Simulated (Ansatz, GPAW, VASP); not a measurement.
CdSe: 3 runs at one level of theory

```
Cd Se
1.0
     0.00000    3.07027    3.07027
     3.07027    0.00000    3.07027
     3.07027    3.07027    0.00000
Cd Se
1 1
Direct
  0.00000 0.00000 0.00000
  0.25000 0.25000 0.25000
```

The cell is a database's computed one, not the measured one.

Alike in all runs: task single point; functional PBE; k mesh 8 × 8 × 8; occupations gaussian, width 0.021 eV; no spin polarisation; no spin-orbit coupling. Pressure is positive in compression and, in plane waves, holds the error of the finite cutoff.

```
                        program and potentials  plane-wave cutoff (eV)  notes  band gap (eV)  pressure (GPa)
Ansatz, all-electron LAPW, scalar-relativistic                       -      -           0.55            1.30
            VASP, PBE PAW files Cd, Se, 520 eV                     520      -           0.55            1.56
    GPAW, GPAW PAW data sets (gpaw-data 1.2.1)                     600      -           0.54            1.07
```

The band gap spans 0.54 (GPAW, GPAW PAW data sets (gpaw-data 1.2.1)) to 0.55 eV (Ansatz, all-electron LAPW, scalar-relativistic), with all-electron results at 0.55. The pressure spans 1.07 (GPAW, GPAW PAW data sets (gpaw-data 1.2.1)) to 1.56 GPa (VASP, PBE PAW files Cd, Se, 520 eV), with all-electron results at 1.30. Spin-orbit coupling, left out here, moves the band edges of heavy atoms.

The functional is the same throughout but for its coding, so the spread measures potentials, basis and numerics; runs on potential files found faulty are left out.

The three implementations give practically the same gap, so its small size comes from the functional and not from the potentials or basis. Zinc-blende CdSe is known to have a considerably wider gap. PBE lacks the derivative discontinuity and places the Cd d states too high, which strengthens their repulsion with the Se p states and pushes up the valence-band top.

The pressure is positive in every run, which suggests that PBE would prefer a somewhat larger cell. Since the direct gap between Se p and Cd s-like states normally narrows on expansion, relaxation would probably lower it further, so the compressed cell doesn't explain the underestimate.

Pressure separates the runs more clearly than the gap does, with the all-electron value of 1.30 GPa lying between the two PAW results. It depends on how the total energy changes with volume, whereas errors common to both band edges largely cancel in the gap. Close agreement on the gap therefore doesn't guarantee equally close equilibrium volumes.
